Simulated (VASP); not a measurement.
Method: LDA (Ceperley-Alder, Perdew-Zunger), VASP's LDA PAW potentials (set 64) (plane waves; VASP).

The input files of a VASP run:

KPOINTS:
```
Automatic mesh
0
Gamma
8 8 8
0 0 0
```

INCAR:
```
# general
SYSTEM  = AlSb
PREC    = Accurate
ENCUT   = 520
LREAL   = .FALSE.
LASPH   = .TRUE.

# electronic loop
EDIFF   = 1E-7
NELM    = 100
ALGO    = Normal
LMAXMIX = 4

# smearing
ISMEAR  = 0
SIGMA   = 0.05

# ions
ISIF    = 2

# output
LWAVE   = .FALSE.
LCHARG  = .FALSE.
```

**POSCAR**
```
AlSb
1
    0.0000000000     3.0293727913     3.0293727913
    3.0293727913     0.0000000000     3.0293727913
    3.0293727913     3.0293727913     0.0000000000
Al Sb
1 1
Direct
  0.0000000000   0.0000000000   0.0000000000
  0.2500000000   0.2500000000   0.2500000000
```

POTCAR, in this order: Al Sb (LDA.64 set). Program: vasp_std.

The resulting files:

**OUTCAR**
```
 ion  position               nearest neighbor table
   1  0.000  0.000  0.000-   2 2.62   2 2.62   2 2.62   2 2.62
   2  0.250  0.250  0.250-   1 2.62   1 2.62   1 2.62   1 2.62
  LATTYP: Found a face centered cubic cell.
 ALAT       =     6.0587455826
 Subroutine PRICEL returns:
 Original cell was already a primitive cell.
 Subroutine GETGRP returns: Found 24 space group operations
The static configuration has the point symmetry T_d .
The dynamic configuration has the point symmetry T_d .
 Subroutine INISYM returns: Found 24 space group operations
 Subroutine IBZKPT returns following result:
 Found     29 irreducible k-points:

 Following reciprocal coordinates:
            Coordinates               Weight
  0.000000  0.000000  0.000000      1.000000
  0.125000  0.000000  0.000000      8.000000
  0.250000  0.000000  0.000000      8.000000
  0.375000  0.000000  0.000000      8.000000
  0.500000  0.000000  0.000000      4.000000
  0.125000  0.125000  0.000000      6.000000
  0.250000  0.125000  0.000000     24.000000
  0.375000  0.125000  0.000000     24.000000
  0.500000  0.125000  0.000000     24.000000
 -0.375000  0.125000  0.000000     24.000000
 -0.250000  0.125000  0.000000     24.000000
 -0.125000  0.125000  0.000000     12.000000
  0.250000  0.250000  0.000000      6.000000
  0.375000  0.250000  0.000000     24.000000
  0.500000  0.250000  0.000000     24.000000
 -0.375000  0.250000  0.000000     24.000000
 -0.250000  0.250000  0.000000     12.000000
  0.375000  0.375000  0.000000      6.000000
  0.500000  0.375000  0.000000     24.000000
 -0.375000  0.375000  0.000000     12.000000
  0.500000  0.500000  0.000000      3.000000
  0.375000  0.250000  0.125000     24.000000
  0.500000  0.250000  0.125000     48.000000
 -0.375000  0.250000  0.125000     24.000000
  0.500000  0.375000  0.125000     24.000000
 -0.375000  0.375000  0.125000     48.000000
 -0.250000  0.375000  0.125000     24.000000
 -0.375000  0.500000  0.125000     12.000000
 -0.250000  0.500000  0.250000      6.000000
   k-points           NKPTS =     29   k-points in BZ     NKDIM =     29   number of bands    NBANDS=      8
   number of dos      NEDOS =    301   number of ions     NIONS =      2
   total plane-waves  NPLWV =  32768
   dimension x,y,z NGX =    32 NGY =   32 NGZ =   32
   dimension x,y,z NGXF=    64 NGYF=   64 NGZF=   64
   ions per type =               1   1
   PREC   = accura    normal or accurate (medium, high low for compatibility)
   ISTART =      0    job   : 0-new  1-cont  2-samecut
   ICHARG =      2    charge: 1-file 2-atom 10-const
   ISPIN  =      1    spin polarized calculation?
   LNONCOLLINEAR =      F non collinear calculations
   LSORBIT =      F    spin-orbit coupling
   INIWAV =      1    electr: 0-lowe 1-rand  2-diag
   ENCUT  =  520.0 eV  38.22 Ry    6.18 a.u.   7.97  7.97  7.97*2*pi/ulx,y,z
   NELM   =    100;   NELMIN=  2; NELMDL= -5     # of ELM steps
   EDIFF  = 0.1E-06   stopping-criterion for ELM
   LREAL  =      F    real-space projection
   NLSPLINE    = F    spline interpolate recip. space projectors
   LMAXMIX     =    4 max onsite mixed and CHGCAR
   VOSKOWN=      0    Vosko Wilk Nusair interpolation
   EDIFFG = 0.1E-05   stopping-criterion for IOM
   NSW    =      0    number of steps for IOM
   NBLOCK =      1;   KBLOCK =      1    inner block; outer block
   IBRION =     -1    ionic relax: 0-MD 1-quasi-New 2-CG
   NFREE  =      0    steps in history (QN), initial steepest desc. (CG)
   ISIF   =      2    stress and relaxation
   ISYM   =      2    0-nonsym 1-usesym 2-fastsym
   TEIN   =    0.0    initial temperature
   TEBEG  =    0.0;   TEEND  =   0.0 temperature during run
   SMASS  =  -3.00    Nose mass-parameter (am)
...
```

OSZICAR:
```
       N       E                     dE             d eps       ncg     rms          rms(c)
DAV:   1     0.171137202818E+02    0.17114E+02   -0.29282E+03   464   0.736E+02
DAV:   2    -0.888389729313E+01   -0.25998E+02   -0.24943E+02   616   0.936E+01
DAV:   3    -0.943613632901E+01   -0.55224E+00   -0.55224E+00   632   0.173E+01
DAV:   4    -0.943931548166E+01   -0.31792E-02   -0.31792E-02   696   0.165E+00
DAV:   5    -0.943933189316E+01   -0.16412E-04   -0.16411E-04   600   0.818E-02    0.372E+00
DAV:   6    -0.931857808518E+01    0.12075E+00   -0.12823E-01   504   0.169E+00    0.224E+00
DAV:   7    -0.927207955924E+01    0.46499E-01   -0.13067E-01   584   0.179E+00    0.446E-01
DAV:   8    -0.927135751524E+01    0.72204E-03   -0.70831E-03   472   0.515E-01    0.105E-01
DAV:   9    -0.927138107208E+01   -0.23557E-04   -0.35029E-04   608   0.134E-01    0.266E-02
DAV:  10    -0.927138351330E+01   -0.24412E-05   -0.60900E-06   648   0.169E-02    0.161E-02
DAV:  11    -0.927138678333E+01   -0.32700E-05   -0.16576E-06   528   0.953E-03    0.281E-03
DAV:  12    -0.927138674700E+01    0.36331E-07   -0.25362E-07   552   0.240E-03
   1 F= -.92713867E+01 E0= -.92713867E+01  d E =-.259376E-11
```

### OUTCAR
```
------------------------ aborting loop because EDIFF is reached ----------------------------------------
  FORCE on cell =-STRESS in cart. coord.  units (eV):
  Direction    XX          YY          ZZ          XY          YZ          ZX
  --------------------------------------------------------------------------------------
  Total        0.6410165      0.6410165      0.6410165      0.0000000      0.0000000     -0.0000000
  in kB       18.4710526     18.4710526     18.4710526      0.0000000      0.0000000     -0.0000000
  external PRESSURE =      18.4710526 kB  Pullay stress =       0.0000000 kB
  volume of cell :       55.60
      direct lattice vectors                 reciprocal lattice vectors
     0.000000000  3.029372791  3.029372791    -0.165050667  0.165050667  0.165050667
     3.029372791  0.000000000  3.029372791     0.165050667 -0.165050667  0.165050667
     3.029372791  3.029372791  0.000000000     0.165050667  0.165050667 -0.165050667
 POSITION                                       TOTAL-FORCE (eV/Angst)
 -----------------------------------------------------------------------------------
      0.00000      0.00000      0.00000         0.000000      0.000000      0.000000
      1.51469      1.51469      1.51469         0.000000     -0.000000     -0.000000
 -----------------------------------------------------------------------------------
    total drift:                                0.000000      0.000000      0.000000
  FREE ENERGIE OF THE ION-ELECTRON SYSTEM (eV)
  ---------------------------------------------------
  free  energy   TOTEN  =        -9.2713867470 eV

  energy  without entropy=       -9.2713867470  energy(sigma->0) =       -9.27138675
```
(Selected blocks of OUTCAR.)

The compound is AlSb in the zinc blende structure. This cell is one point of a volume scan, at 0.97 of the reference volume.
